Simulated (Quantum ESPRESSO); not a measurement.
# Cu (Fm-3m) in Quantum ESPRESSO: single point with PBE

Aim: the single point of Cu with PBE.

Program: Quantum ESPRESSO 7.5. These are calculated values, not measurements. Logs are shortened: lines on timing, memory, paths and dates and some standing lists are left out, and cuts for length are marked.

## (1) The structure

It takes space group Fm-3m (No. 225, cubic). The conventional cell has a = 3.615 Å, b = 3.615 Å, c = 3.615 Å, α = 90.00°, β = 90.00°, γ = 90.00°. Cu (site symmetry m-3m) is surrounded by 12 Cu at 2.56 Å.

## (2) Single point, PBE

pw.in reads:

```
&CONTROL
  calculation = 'scf'
  prefix = 'pwscf'
  outdir = './tmp'
  pseudo_dir = './pseudo'
  tprnfor = .true.
  tstress = .true.
  disk_io = 'nowf'
/
&SYSTEM
  ibrav = 0
  nat = 1
  ntyp = 1
  ecutwfc = 70
  nbnd = 16
  occupations = 'smearing'
  smearing = 'fd'
  degauss = 0.00367493
/
&ELECTRONS
  conv_thr = 2d-10
  electron_maxstep = 120
  mixing_beta = 0.5
/
ATOMIC_SPECIES
Cu    63.5460 Cu_ONCV_PBE-1.2.upf
CELL_PARAMETERS angstrom
   0.0000000000    1.8075000000    1.8075000000
   1.8075000000    0.0000000000    1.8075000000
   1.8075000000    1.8075000000    0.0000000000
ATOMIC_POSITIONS crystal
Cu     0.0000000000    0.0000000000    0.0000000000
K_POINTS automatic
6 6 6 0 0 0
```

Potentials or basis: SG15 PBE 1.2.

Started as:

```sh
$ OMP_NUM_THREADS=1 mpirun -n 2 pw.x -nk 2 -in pw.in > pw.out
```

pw.out:

```text
This program is part of the open-source Quantum ESPRESSO suite
     for quantum simulation of materials; please cite
[... 6 lines left out ...]
     using ibrav=0 with symmetry is DISCOURAGED, use correct ibrav instead

     K-points division:     npool     =       2
     Subspace diagonalization in iterative solution of the eigenvalue problem:
     a serial algorithm will be used

     G-vector sticks info
     --------------------
     sticks:   dense  smooth     PW     G-vecs:    dense   smooth      PW
     Sum         439     439    151                 6231     6231    1139

     Using Slab Decomposition

     bravais-lattice index     =            0
     lattice parameter (alat)  =       4.8305  a.u.
     unit-cell volume          =      79.7006 (a.u.)^3
     number of atoms/cell      =            1
     number of atomic types    =            1
     number of electrons       =        19.00
     number of Kohn-Sham states=           16
     kinetic-energy cutoff     =      70.0000  Ry
     charge density cutoff     =     280.0000  Ry
     scf convergence threshold =      2.0E-10
     mixing beta               =       0.5000
     number of iterations used =            8  plain     mixing
     Exchange-correlation= PBE
                           (   1   4   3   4   0   0   0)

     celldm(1)=   4.830501  celldm(2)=   0.000000  celldm(3)=   0.000000
     celldm(4)=   0.000000  celldm(5)=   0.000000  celldm(6)=   0.000000

     crystal axes: (cart. coord. in units of alat)
               a(1) = (   0.000000   0.707107   0.707107 )
               a(2) = (   0.707107   0.000000   0.707107 )
               a(3) = (   0.707107   0.707107   0.000000 )

     reciprocal axes: (cart. coord. in units 2 pi/alat)
               b(1) = ( -0.707107  0.707107  0.707107 )
               b(2) = (  0.707107 -0.707107  0.707107 )
               b(3) = (  0.707107  0.707107 -0.707107 )

     PseudoPot. # 1 for Cu read from file:
     Cu_ONCV_PBE-1.2.upf
     Pseudo is Norm-conserving, Zval = 19.0
     Generated using ONCVPSP code by D. R. Hamann
     Using radial grid of  602 points,  6 beta functions with:
                l(1) =   0
                l(2) =   0
                l(3) =   1
                l(4) =   1
                l(5) =   2
                l(6) =   2

     atomic species   valence    mass     pseudopotential
     Cu               19.00    63.54600     Cu( 1.00)

     48 Sym. Ops., with inversion, found

   Cartesian axes

     site n.     atom                  positions (alat units)
         1        Cu     tau(   1) = (   0.0000000   0.0000000   0.0000000  )

     number of k points=    16  Fermi-Dirac smearing, width (Ry)=  0.0037
                       cart. coord. in units 2pi/alat
        k(    1) = (   0.0000000   0.0000000   0.0000000), wk =   0.0092593
        k(    2) = (   0.1178511   0.1178511  -0.1178511), wk =   0.0740741
        k(    3) = (   0.2357023   0.2357023  -0.2357023), wk =   0.0740741
        k(    4) = (  -0.3535534  -0.3535534   0.3535534), wk =   0.0370370
        k(    5) = (   0.2357023   0.0000000  -0.0000000), wk =   0.0555556
        k(    6) = (   0.3535534   0.1178511  -0.1178511), wk =   0.2222222
[... 8 lines left out ...]
        k(   15) = (  -0.1178511  -0.3535534   0.5892557), wk =   0.2222222
        k(   16) = (  -0.7071068   0.2357023   0.0000000), wk =   0.1111111

     Dense  grid:     6231 G-vectors     FFT dimensions: (  25,  25,  25)

     Initial potential from superposition of free atoms

     starting charge      18.9734, renormalised to      19.0000
     Starting wfcs are random

     Self-consistent Calculation

     iteration #  1     ecut=    70.00 Ry     beta= 0.50
     Davidson diagonalization with overlap
     ethr =  1.00E-02,  avg # of iterations =  8.4

     Threshold (ethr) on eigenvalues was too large:
     Diagonalizing with lowered threshold

     Davidson diagonalization with overlap
     ethr =  3.09E-05,  avg # of iterations =  4.2

     total energy              =    -365.19872071 Ry
     estimated scf accuracy    <       0.00706012 Ry

     iteration #  2     ecut=    70.00 Ry     beta= 0.50
     Davidson diagonalization with overlap
     ethr =  3.72E-05,  avg # of iterations =  1.9

     total energy              =    -365.20003771 Ry
     estimated scf accuracy    <       0.00218084 Ry

     iteration #  3     ecut=    70.00 Ry     beta= 0.50
     Davidson diagonalization with overlap
     ethr =  1.15E-05,  avg # of iterations =  1.5

     total energy              =    -365.20042433 Ry
     estimated scf accuracy    <       0.00017605 Ry

     iteration #  4     ecut=    70.00 Ry     beta= 0.50
     Davidson diagonalization with overlap
     ethr =  9.27E-07,  avg # of iterations =  2.3

     total energy              =    -365.20045350 Ry
     estimated scf accuracy    <       0.00000251 Ry

     iteration #  5     ecut=    70.00 Ry     beta= 0.50
     Davidson diagonalization with overlap
     ethr =  1.32E-08,  avg # of iterations =  2.0

     total energy              =    -365.20045354 Ry
     estimated scf accuracy    <       0.00000105 Ry

     iteration #  6     ecut=    70.00 Ry     beta= 0.50
     Davidson diagonalization with overlap
     ethr =  5.55E-09,  avg # of iterations =  2.0

     total energy              =    -365.20045367 Ry
     estimated scf accuracy    <          4.4E-09 Ry

     iteration #  7     ecut=    70.00 Ry     beta= 0.50
     Davidson diagonalization with overlap
     ethr =  2.30E-11,  avg # of iterations =  2.0

     total energy              =    -365.20045367 Ry
     estimated scf accuracy    <          8.9E-10 Ry

     iteration #  8     ecut=    70.00 Ry     beta= 0.50
     Davidson diagonalization with overlap
     ethr =  4.68E-12,  avg # of iterations =  2.0

     End of self-consistent calculation

          k = 0.0000 0.0000 0.0000 (   749 PWs)   bands (ev):

   -95.0849 -52.3774 -52.3774 -52.3774   8.2186  14.5566  14.5566  14.5566
    15.3960  15.3960  40.4282  42.9437  42.9437  42.9437  45.3231  45.3231

          k = 0.1179 0.1179-0.1179 (   791 PWs)   bands (ev):

   -95.0815 -52.4042 -52.3815 -52.3815   9.2078  14.3747  14.6902  14.6902
    15.3581  15.3581  34.2717  40.7973  41.1939  41.1939  47.2959  47.8414

          k = 0.2357 0.2357-0.2357 (   787 PWs)   bands (ev):

   -95.0746 -52.4574 -52.3895 -52.3895  11.5842  14.5491  14.6350  14.6350
    15.6806  15.6806  26.2041  39.5640  39.9805  39.9805  44.3339  44.3339

          k =-0.3536-0.3536 0.3536 (   778 PWs)   bands (ev):

   -95.0712 -52.4838 -52.3935 -52.3935  12.4930  14.5220  14.5220  15.9492
    15.9492  16.5728  21.3492  38.8556  39.7315  39.7315  42.6605  42.6605

          k = 0.2357 0.0000-0.0000 (   793 PWs)   bands (ev):

   -95.0803 -52.4033 -52.3877 -52.3877   9.5301  14.1849  14.8600  14.8600
    15.0768  15.5231  37.3978  37.3978  37.8322  39.5046  43.1178  50.7435

          k = 0.3536 0.1179-0.1179 (   795 PWs)   bands (ev):

   -95.0746 -52.4424 -52.3970 -52.3968  11.4887  13.9291  14.6050  14.9914
    15.7111  15.7745  29.3945  35.4773  36.4887  38.3256  44.4779  49.7731

          k =-0.2357-0.4714 0.4714 (   792 PWs)   bands (ev):

   -95.0700 -52.4733 -52.4091 -52.3998  12.9176  14.1514  14.6310  14.8455
    15.9683  18.0555  22.6068  33.3715  35.7567  37.9978  47.7716  48.1960

          k =-0.1179-0.3536 0.3536 (   792 PWs)   bands (ev):

   -95.0712 -52.4647 -52.4124 -52.3936  12.7486  14.3210  14.3890  14.8371
    15.6033  17.2267  24.5931  31.8396  38.3736  39.3108  46.3738  47.0282

          k = 0.0000-0.2357 0.2357 (   791 PWs)   bands (ev):

   -95.0769 -52.4297 -52.3991 -52.3845  10.7251  14.1233  14.6624  14.9743
    15.0875  15.8632  31.8326  32.5439  42.4130  42.9058  44.4573  46.5373

          k = 0.4714 0.0000-0.0000 (   797 PWs)   bands (ev):

   -95.0712 -52.4539 -52.4082 -52.4082  12.2884  13.4824  15.5013  15.6160
    15.6160  15.7959  31.2604  32.5892  32.5892  35.7824  38.4754  58.3686

          k =-0.1179-0.5893 0.5893 (   779 PWs)   bands (ev):

   -95.0677 -52.4677 -52.4244 -52.4122  12.9861  13.4057  15.1043  15.5732
    16.0169  18.7952  26.5540  27.4690  32.1113  36.6317  42.6504  55.0271

          k =-0.0000-0.4714 0.4714 (   792 PWs)   bands (ev):

   -95.0677 -52.4501 -52.4497 -52.4049  13.5211  13.6974  14.4203  15.3123
    15.7452  20.8311  23.5154  26.0850  34.2614  37.4745  50.9861  52.1226

          k =-0.7071 0.0000 0.0000 (   790 PWs)   bands (ev):

   -95.0666 -52.4787 -52.4184 -52.4184  12.6949  13.1461  15.9370  16.0891
    16.0891  19.0763  24.7058  30.7027  30.7027  35.1647  37.8341  60.4884

          k =-0.2357-0.4714 0.7071 (   781 PWs)   bands (ev):

   -95.0700 -52.4571 -52.4220 -52.4028  13.0383  13.7554  14.2739  15.4322
    15.6186  17.5079  27.8607  28.8785  32.3573  42.3461  43.7974  48.0633

          k =-0.1179-0.3536 0.5893 (   780 PWs)   bands (ev):

   -95.0677 -52.4609 -52.4348 -52.4090  13.6447  13.6828  14.2417  15.2413
    15.9168  21.1458  22.3843  29.3476  29.6016  42.7012  45.3883  51.3375

          k =-0.7071 0.2357 0.0000 (   772 PWs)   bands (ev):

   -95.0666 -52.4636 -52.4334 -52.4187  13.2113  13.5391  14.7505  15.5357
    16.0932  21.6153  25.2564  26.2863  27.6136  41.3071  43.7630  51.2113

     the Fermi energy is    17.5339 ev

!    total energy              =    -365.20045367 Ry
     estimated scf accuracy    <          4.3E-11 Ry
     smearing contrib. (-TS)   =      -0.00055214 Ry
     internal energy E=F+TS    =    -365.19990153 Ry

     The total energy is F=E-TS. E is the sum of the following terms:
     one-electron contribution =    -196.25383985 Ry
     hartree contribution      =     108.20718483 Ry
     xc contribution           =     -34.86836866 Ry
     ewald contribution        =    -242.28487785 Ry

     convergence has been achieved in   8 iterations

     Forces acting on atoms (cartesian axes, Ry/au):

     atom    1 type  1   force =     0.00000000    0.00000000    0.00000000

     Total force =     0.000000     Total SCF correction =     0.000000

     Computing stress (Cartesian axis) and pressure

          total   stress  (Ry/bohr**3)                   (kbar)     P=     -123.81
  -0.00084161   0.00000000   0.00000000         -123.81        0.00        0.00
   0.00000000  -0.00084161  -0.00000000            0.00     -123.81       -0.00
  -0.00000000   0.00000000  -0.00084161           -0.00        0.00     -123.81

=------------------------------------------------------------------------------=
   JOB DONE.
=------------------------------------------------------------------------------=
```

It took 1.4 s on 2 MPI ranks of Intel Xeon 6975P-C (Granite Rapids), shared host; peak memory 0.1 GiB.

Results:

```yaml
Free_energy: -4968.8053 eV
Band_gap_on_the_k_mesh: none (metal or under the smearing width)
```

Levels at points of the mesh, in eV from the Fermi level:
```
             k point  band 8  band 9  band 10  band 11  band 12  band 13
  (0.00, 0.00, 0.00)   -2.98   -2.14    -2.14    22.89    25.41    25.41
 (0.00, 0.00, -0.50)   -1.58   -1.58    -0.96     3.82    21.32    22.20
(0.00, -0.50, -0.50)   -1.44   -1.44     1.54     7.17    13.17    13.17
```

Caveat: the k mesh is coarse (spacing up to 0.50 Å⁻¹), so the values aren't converged; the cutoff is too short for stress, so the log's stress isn't used.
